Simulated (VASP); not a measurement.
A calculation with VASP 6.6.1 of Ge (native input, structure from a POSCAR):

The input INCAR:

```
PREC = Accurate
ENCUT = 520
EDIFF = 1E-6
ISMEAR = 0
SIGMA = 0.1
LREAL = F
LASPH = T
NELM = 80
ALGO = Normal
ISIF = 2
LWAVE = F
LCHARG = T
GGA = RP
LELF = T
LVHAR = T
```

KPOINTS

```
Automatic mesh
0
Gamma
  8 8 8
```

POSCAR

```
Ge
4.0007
    0.000000000000      0.707103756843      0.707103756843
    0.707103756843      0.000000000000      0.707103756843
    0.707103756843      0.707103756843      0.000000000000
Ge
2
Direct
    0.7500000000      0.7500000000      0.7500000000
    0.5000000000      0.5000000000      0.5000000000
```

Potentials or basis: VASP PAW PBE potentials, release 64 (Ge_d).

Launch:

```bash
$ cat potpaw_PBE.64/Ge_d/POTCAR > POTCAR
$ mpirun -np 1 vasp_std > vasp.out
```

**Question.** Write the same calculation in another form: ASE script, structure typed inline.

**Answer.** As run:

File run.py:

```python
from ase import Atoms
from ase.calculators.vasp import Vasp
from ase.dft.bandgap import bandgap

atoms = Atoms(
    ['Ge', 'Ge'],
    cell=[[0.0, 2.82891, 2.82891], [2.82891, 0.0, 2.82891], [2.82891, 2.82891, 0.0]],
    scaled_positions=[[0.75, 0.75, 0.75], [0.5, 0.5, 0.5]],
    pbc=True,
)
calc = Vasp(
    directory='calc',
    xc='rpbe',
    pp='PBE',
    setups='recommended',
    prec='Accurate',
    encut=520,
    ediff=1e-07,
    ismear=0,
    sigma=0.1,
    lreal=False,
    lasph=True,
    nelm=100,
    algo='Normal',
    isif=2,
    lwave=False,
    lcharg=False,
    kpts=[8, 8, 8],
    gamma=True,
    nbands=21,
)
atoms.calc = calc

print('energy (eV):', atoms.get_potential_energy())
print('free energy (eV):', atoms.get_potential_energy(force_consistent=True))
print('forces (eV/A):')
print(atoms.get_forces())
print('stress (eV/A^3, Voigt):', atoms.get_stress())
print('Fermi level (eV):', calc.get_fermi_level())
gap, top, bottom = bandgap(calc)
print('band gap (eV):', gap, 'from (spin, k, band)', top, 'to', bottom)
```

Potentials or basis: VASP PAW PBE potentials, release 64 (Ge_d).

Command:

```bash
$ python run.py
```

Both were run:

|  | native input, structure from a POSCAR | ASE script, structure typed inline |
| --- | --- | --- |
| Pressure | 5.3 GPa | 5.2 GPa |
| Band gap on the k mesh | 0.15 eV, direct | 0.15 eV, direct |

Keys that steer only the numerical path or the files written may differ.

Caveat: the PAW data sets were made with another functional, which shifts forces and pressure a little.
